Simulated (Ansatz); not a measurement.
CdTe, DFT, PBE, all-electron PAW with datasets made for the crystal, scalar-relativistic (Ansatz 0.2.0), run on 1 thread of Intel(R) Xeon(R) 6975P-C (Granite Rapids) on a shared host.

Structure from Materials Project entry mp-1066480 (possibly hypothetical), not relaxed further. The listed cell was then made from it by scaling, straining or moving an atom.

Command: `ansatz run input.yaml --threads 1 --pin off --max-ram 4096MiB --backend cpu --events-out ev --progress --plain --runs-dir out`

```yaml
crystal:
  lattice:
    - [3.1056284021, -3.1353322095, 0.0]
    - [3.1056284021, 3.1353322095, 0.0]
    - [0.0, 0.0, 6.1708013492]
  atoms:
    - { symbol: Cd, position: [0.27703, 0.72297, 0.75] }
    - { symbol: Cd, position: [0.72297, 0.27703, 0.25] }
    - { symbol: Te, position: [0.766137, 0.233863, 0.75] }
    - { symbol: Te, position: [0.233863, 0.766137, 0.25] }
kpoints:
  mp_grid: { grid: [9, 9, 6] }
scf:
  occupations: { method: fermi_dirac, width: 0.05 }
hamiltonian:
  xc: pbe
  pseudopotentials: { kind: all_electron, datasets: crystal }
output:
  forces: true
  stress: true
  eigenvalues: true
  efg: { contact_densities: true }
```

Q: How large is the problem that the program sets up?

A: 100 irreducible k-points, 1031 plane waves at Γ, 22 bands.

Q: Estimate the wall time and the peak memory.

A: 16 s of wall time for 9 SCF iterations, with a peak of 0.86 GiB. Times on shared machines scatter by tens of per cent.

Q: And the same cell and mesh by frozen-core PAW, asked for forces, stress, eigenvalues, efg, on the same hardware?

A: 14 s, peak memory 0.68 GiB.
